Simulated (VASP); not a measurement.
CaO:

```
Ca O
1.0
     0.00000    2.45350    2.45350
     2.45350    0.00000    2.45350
     2.45350    2.45350    0.00000
Ca O
1 1
Cartesian
  0.0000 0.0000 0.0000
  2.4535 2.4535 2.4535
```

| Property | Result |
| --- | --- |
| Program | VASP 6.6.1 |
| Task | relaxation of cell and atoms |
| Functional | PBE |
| Dispersion | D3(BJ) |
| Potentials or basis | VASP PAW PBE potentials, release 64 (Ca_sv, O) |
| Cutoff | 600 eV |
| k mesh | 8 × 8 × 8 |
| Occupations | gaussian, width 0.02 eV |
| Spin | no spin polarisation |

At the start: pressure -6.9 GPa; volume 14.77 Å³/atom.

**Question.** How do energy, volume and symmetry change on relaxing?

**Answer.** Over 3 steps the energy falls by 23.8 meV/atom and the volume is 13.74 Å³/atom (-7.0 %); space group Fm-3m (No. 225, to 0.05 Å).

Step by step:
```csv
step,energy change (eV),largest force (eV/Å),pressure (GPa),volume (Å³)
1,0.0000,0.0000,-6.94,29.54
2,-0.0429,0.0000,2.58,26.89
3,-0.0476,0.0000,0.01,27.48
```

Final structure:
```
Ca O
1.0
     0.00000    2.39503    2.39503
     2.39503    0.00000    2.39503
     2.39503    2.39503    0.00000
Ca O
1 1
Direct
  0.00000 0.00000 0.00000
  0.50000 0.50000 0.50000
```
